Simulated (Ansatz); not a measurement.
BN (P6_3/mmc), phonons: input and output

Level of theory: PBEsol, all-electron LAPW in Ansatz 0.2.0, scalar-relativistic.

Cell and atoms were relaxed beforehand by PAW with this functional.

Command:

```sh
ansatz run input.yaml --threads 1 --pin off --max-ram 3072MiB --backend cpu --events-out ev --progress --plain --runs-dir out
```

Input file:

```yaml
crystal:
  lattice:
    - [2.50435237634, 0.0, 0.0]
    - [-1.25217618817, 2.16883277794, 0.0]
    - [0.0, 0.0, 7.01586398184]
  atoms:
    - { symbol: B, position: [0.333333333333, 0.666666666667, 0.25] }
    - { symbol: B, position: [0.666666666667, 0.333333333333, 0.75] }
    - { symbol: "N", position: [0.333333333333, 0.666666666667, 0.75] }
    - { symbol: "N", position: [0.666666666667, 0.333333333333, 0.25] }
kpoints:
  mp_grid: { grid: [10, 10, 4] }
scf:
  occupations: { method: fixed }
hamiltonian:
  xc: pbesol
  pseudopotentials: { kind: all_electron, lapw: { basis_error: 0.001 } }
phonons:
  supercell: [1, 1, 1]
```

The program printed:

```
Warning: RAYON_NUM_THREADS=1 ignored (pool sized by the plan → 1); use --threads N
LAPW: plane waves up to 12.097 Å⁻¹, error target 1.0e-3 eV per atom; small_component_spin mean_spin; B in spheres of 0.665 Å, 5 of its electrons in bands, Dirac shells []; N in spheres of 0.738 Å, 7 of its electrons in bands, ...
Engine: ansatz 0.2.0, x86_64-unknown-linux-gnu
Pseudopotentials: kind: all_electron
Pseudopotential: B, LAPW, valence charge 5, lapw/all_electron/scalar/gaussian/B, Koelling and Harmon's equation, gaussian nucleus
Pseudopotential: N, LAPW, valence charge 7, lapw/all_electron/scalar/gaussian/N, Koelling and Harmon's equation, gaussian nucleus
Functional definition: PBEsol
  exchange = pbesol_x
  correlation = pbesol_c
davidson cushion auto → on  (no smearing: the cushion is to keep the highest requested band from converging to the state above it; pin scf.eigensolver.cushion to override)
Crystal: 4 atoms, lattice volume = 38.107 Å³
Basis set: ecut = 557.5540891296384 eV, 1131 PW (Γ), exchange–correlation at level 2
Bands: 16, of which v1, the nominal top of the filled ones, is band 12 counted from 1 (11 counted from 0)
Symmetry: 24 space group operations
k-points: 42 of 400
Non-local potential: B, projectors of the file, none
Non-local potential: N, projectors of the file, none
Initial density: superposition of atomic densities (chi_scale 0.1, normalization cell, long waves kept (reshape's long-wave potential 0.00 eV rms))
Initial wavefunctions: plane waves of lowest kinetic energy (no species holds an atomic orbital)
Functional: x = pbesol(κ = 0.804, μ = 0.12345679012345678), c = pbesol(β = 0.046)
iter 1 solved again at ethr=3.61e-2 eV; its pass at ethr=1.00e-1 eV (dr2=8.66e0 eV) is discarded
SCF iter   1: F=—  HF=-4323.987034 eV  |F-HF|=—  |Δ(HF+E_count)|=         —  Δρ=1.51e-1  dr2=8.67e0  ethr=3.61e-2  ⟨swp⟩=2.2  Hψ=4832  notcnv=0
preconditioner: auto → none  [insulator: Δε(μ)=6.228 eV  Ē_g=17.152 eV  n_scr=4 (ndim 8)  ℏωp=24.1 eV  f_vac=0.001  ε∞_Penn≈3.0]
[... 26 lines left out ...]
preconditioner: auto → none  [insulator: Δε(μ)=4.245 eV  Ē_g=15.629 eV  n_scr=4 (ndim 8)  ℏωp=24.1 eV  f_vac=0.156  ε∞_Penn≈3.4]
SCF iter   2: F=—  HF=-4320.403027 eV  |F-HF|=—  |Δ(HF+E_count)|=   4.02e-4  Δρ=6.19e-4  dr2=9.52e-5  ethr=3.84e-6  ⟨swp⟩=3.0  Hψ=9350  notcnv=0
SCF iter   3: F=—  HF=-4320.403002 eV  |F-HF|=—  |Δ(HF+E_count)|=   2.52e-5  Δρ=1.83e-4  dr2=2.85e-5  ethr=3.97e-7  ⟨swp⟩=3.3  Hψ=10548  notcnv=0
iter 4 solved again at ethr=3.62e-9 eV; its pass at ethr=1.19e-7 eV (dr2=8.69e-7 eV) is discarded
SCF iter   4: F=—  HF=-4320.402994 eV  |F-HF|=—  |Δ(HF+E_count)|=   7.78e-6  Δρ=8.57e-5  dr2=8.67e-7  ethr=3.62e-9  ⟨swp⟩=2.5  Hψ=17244  notcnv=0  defer=1
SCF iter   5: F=—  HF=-4320.402994 eV  |F-HF|=—  |Δ(HF+E_count)|=   2.07e-8  Δρ=1.06e-5  dr2=1.62e-8  ethr=3.61e-9  ⟨swp⟩=2.5  Hψ=8281  notcnv=0
SCF iter   6: F=-4320.402994 eV  HF=-4320.402994 eV  |F-HF|=1.05e-10  |Δ(HF+E_count)|=   2.18e-9  Δρ=1.37e-6  dr2=2.59e-10  ethr=6.74e-11  ⟨swp⟩=3.3  Hψ=9766  notcnv=0
SCF 3 converged in 6 iterations: F = -4320.402994 eV  dr2 = 2.59e-10
SCF converged after 8 iterations
Free energy (F): -4320.404609 eV
Harris-Foulkes:  -4320.404609 eV  (|F-HF|=2.82e-11)
Internal energy: -4320.404609 eV  (E = F + TS)
E sigma→0 (E₀):  -4320.404609 eV
Fermi energy:    4.274911 eV
--- Per-component energies (eV) ---
  E_band       = -2184.930701
  E_kinetic    = 4304.219055
  E_xc         = -580.350630
  E_electrostatic = -8044.273034  (all electrons and nuclei)
  E_smearing   = -0.000000  (= −TS)
  E_closure    = 0.000000  (closes the sum)
  Σ components = -4320.404609   (vs F -4320.404609, Δ=0.00e0)
  Basis errors (estimates in eV, not in F): energy 5.9e-4 per atom: plane waves 5.7e-4 (3.7e-4 summed), levels above the bands 0.0e0, relativity 1.7e-8, radial functions 2.6e-5, core shells 0.0e0; eigenvalues (radial functions ...
--- Forces (eV/Å), atoms counted from 1 ---
  atom   1  B      0.00000000    -0.00000000    -0.00000000
  atom   2  B      0.00000000     0.00000000     0.00000000
  atom   3  N      0.00000000    -0.00000000    -0.00000000
  atom   4  N      0.00000000     0.00000000     0.00000000
  max |Σ_I F_I| component: 1.11e-16 eV/Å
--- Phonons: 2 displaced members + reference (amplitude 0.01 Å, Σ member SCF iterations 12) ---
  symmetry images taken by strict's conditions (phonons.symmetry_images: auto; settled by no image being taken that strict refuses)
  ASR residual: 7.474e-3 → 0.000e0 eV/Å²; symmetrization residual: 9.227e-4 eV/Å²
  largest component of a force at the reference: 3.0e-16 eV/Å
  ASR residual per site (eV/Å²): 3.92e-3 3.92e-3 7.47e-3 7.47e-3
  Γ frequencies (cm⁻¹): 0.00 0.00 0.00 33.88 33.88 64.40 753.55 793.09 1361.66 1361.66 1361.82 1361.82
  density of states and harmonic sums: on the 28×28×9 q-mesh, interpolated from the force constants of a 1×1×1 supercell (no non-analytic term)
  largest difference from the sums on the solved wave vectors: F 4.67e-1 eV, S 4.57e-4 and C_V 2.53e-4 eV/K
```

The calculation finished and met its thresholds.

**Zone-centre phonons**

Harmonic phonons of a crystal by Kohn-Sham DFT at the given cell, standard atomic masses, acoustic sum rule imposed; negative wavenumbers are unstable modes; optical zone-centre levels upwards with Mulliken labels, activity, and the element with most of the kinetic energy.

* Point group: 6/mmm

| number | phonon wavenumber (cm⁻¹) | label | infrared | raman | lead element |
| --- | --- | --- | --- | --- | --- |
| 1 | 33.9 | E2g | no | yes | N |
| 2 | 64.4 | B1g | no | no | N |
| 3 | 753.6 | A2u | yes | no | B |
| 4 | 793.1 | B1g | no | no | B |
| 5 | 1362 | E2g | no | yes | B |
| 6 | 1362 | E1u | yes | no | B |

Caveats: no dispersion correction, so the spacing and stiffness between layers or molecules are poor; zone-boundary modes aren't tested; no LO-TO term at the zone centre.

It took 2.6 min on 1 thread of Intel(R) Xeon(R) Platinum 8488C (Sapphire Rapids), with other jobs on the host, peak memory 0.83 GiB.
